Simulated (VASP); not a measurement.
Here is a VASP 6.6.1 calculation.

The input INCAR:

```
SYSTEM = Cu2O
PREC = Accurate
ENCUT = 520
EDIFF = 1E-5
ISMEAR = 0
SIGMA = 0.05
LREAL = Auto
LASPH = .True.
NELM = 60
ALGO = Normal
ISIF = 2
LWAVE = .False.
LCHARG = .True.
GGA = RE
LUSE_VDW = .True.
AGGAC = 0.0
LVHAR = .True.
NBANDS = 41
```

Cu2O.cif

```cif
data_Cu2O
_cell_length_a 4.26000000
_cell_length_b 4.26000000
_cell_length_c 4.26000000
_cell_angle_alpha 90.00000000
_cell_angle_beta 90.00000000
_cell_angle_gamma 90.00000000
_space_group_name_H-M_alt 'Pn-3m'
_space_group_name_Hall 'P 4n 2 3 -1n'
_space_group_IT_number 224
loop_
_space_group_symop_operation_xyz
'x,y,z'
'-y+1/2,x+1/2,z+1/2'
'-x,-y,z'
'y+1/2,-x+1/2,z+1/2'
'x,-y,-z'
'-y+1/2,-x+1/2,-z+1/2'
'-x,y,-z'
'y+1/2,x+1/2,-z+1/2'
'z,x,y'
'z+1/2,-y+1/2,x+1/2'
'z,-x,-y'
'z+1/2,y+1/2,-x+1/2'
'-z,x,-y'
'-z+1/2,-y+1/2,-x+1/2'
'-z,-x,y'
'-z+1/2,y+1/2,x+1/2'
'y,z,x'
'x+1/2,z+1/2,-y+1/2'
'-y,z,-x'
'-x+1/2,z+1/2,y+1/2'
'-y,-z,x'
'-x+1/2,-z+1/2,-y+1/2'
'y,-z,-x'
'x+1/2,-z+1/2,y+1/2'
'-x+1/2,-y+1/2,-z+1/2'
'y,-x,-z'
'x+1/2,y+1/2,-z+1/2'
'-y,x,-z'
'-x+1/2,y+1/2,z+1/2'
'y,x,z'
'x+1/2,-y+1/2,z+1/2'
'-y,-x,z'
'-z+1/2,-x+1/2,-y+1/2'
'-z,y,-x'
'-z+1/2,x+1/2,y+1/2'
'-z,-y,x'
'z+1/2,-x+1/2,y+1/2'
'z,y,x'
'z+1/2,x+1/2,-y+1/2'
'z,-y,-x'
'-y+1/2,-z+1/2,-x+1/2'
'-x,-z,y'
'y+1/2,-z+1/2,x+1/2'
'x,-z,-y'
'y+1/2,z+1/2,-x+1/2'
'x,z,y'
'-y+1/2,z+1/2,x+1/2'
'-x,z,-y'
loop_
_atom_site_label
_atom_site_type_symbol
_atom_site_symmetry_multiplicity
_atom_site_Wyckoff_symbol
_atom_site_fract_x
_atom_site_fract_y
_atom_site_fract_z
_atom_site_occupancy
Cu1 Cu 4 b 0.7500000000 0.2500000000 0.7500000000 1
O1 O 2 a 0.5000000000 0.5000000000 0.5000000000 1
```

File KPOINTS:

```
regular mesh
0
Gamma
  6 6 6
  0 0 0
```

File POSCAR:

```
Cu O 
 1.0000000000000000
     4.2599999999999998    0.0000000000000000    0.0000000000000000
     0.0000000000000000    4.2599999999999998    0.0000000000000000
     0.0000000000000000    0.0000000000000000    4.2599999999999998
 Cu  O  
   4   2
Cartesian
  3.1949999999999998  1.0649999999999999  3.1949999999999998
  1.0649999999999999  1.0649999999999999  1.0649999999999999
  1.0649999999999999  3.1949999999999998  3.1949999999999998
  3.1949999999999998  3.1949999999999998  1.0649999999999999
  2.1299999999999999  2.1299999999999999  2.1299999999999999
  0.0000000000000000  0.0000000000000000  0.0000000000000000
```

Potentials or basis: VASP PAW PBE potentials, release 64 (Cu_pv, O).

Run with:

```sh
$ ase convert -i cif -o vasp Cu2O.cif POSCAR
$ cat potpaw_PBE.64/Cu_pv/POTCAR potpaw_PBE.64/O/POTCAR > POTCAR
$ mpirun -np 1 vasp_std > vasp.out
```

**Question.** What does it give for the band gap on the k mesh?

**Answer.** 0.67 eV, direct.

**Question.** Estimate the pressure.

**Answer.** 8.4 GPa.

Caveat: the PAW data sets were made with another functional, which shifts forces and pressure a little. A k mesh can miss the band edges.
